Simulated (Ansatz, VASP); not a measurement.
# MgO (Periclase): VASP beside Ansatz

```
Mg O
1.0
     0.00000    2.12685    2.12685
     2.12685    0.00000    2.12685
     2.12685    2.12685    0.00000
Mg O
1 1
Direct
  0.00000 0.00000 0.00000
  0.50000 0.50000 0.50000
```

Alike in both runs: functional PBE; k mesh 9 × 9 × 9; no spin polarisation.

Ansatz relaxed the structure, and its values are those at the end. VASP's run is a single point on that final structure, the one shown.

|  | VASP | Ansatz |
| --- | --- | --- |
| version | VASP 6.6.1 | Ansatz 0.2.0 |
| potentials or method | VASP PAW PBE potentials, release 64 (Mg, O) | plane waves, PAW |
| plane-wave cutoff (eV) | 520 | 420 |
| occupations | gaussian, width 0.01 eV | fixed |
| valence electrons in the cell | 8 | 16 |

|  | VASP | Ansatz | Ansatz less VASP |
| --- | --- | --- | --- |
| gap on the k mesh at the Fermi level (eV) | 4.44 | 4.46 | +0.017 |
| pressure (GPa) | -0.7 | 0.0 | +0.74 |

The two sets of potentials don't hold the same shells in valence. Ansatz warned: «symmetry_narrowed_by_cell_relaxation».

As with any semilocal functional, this PBE gap is likely too small.
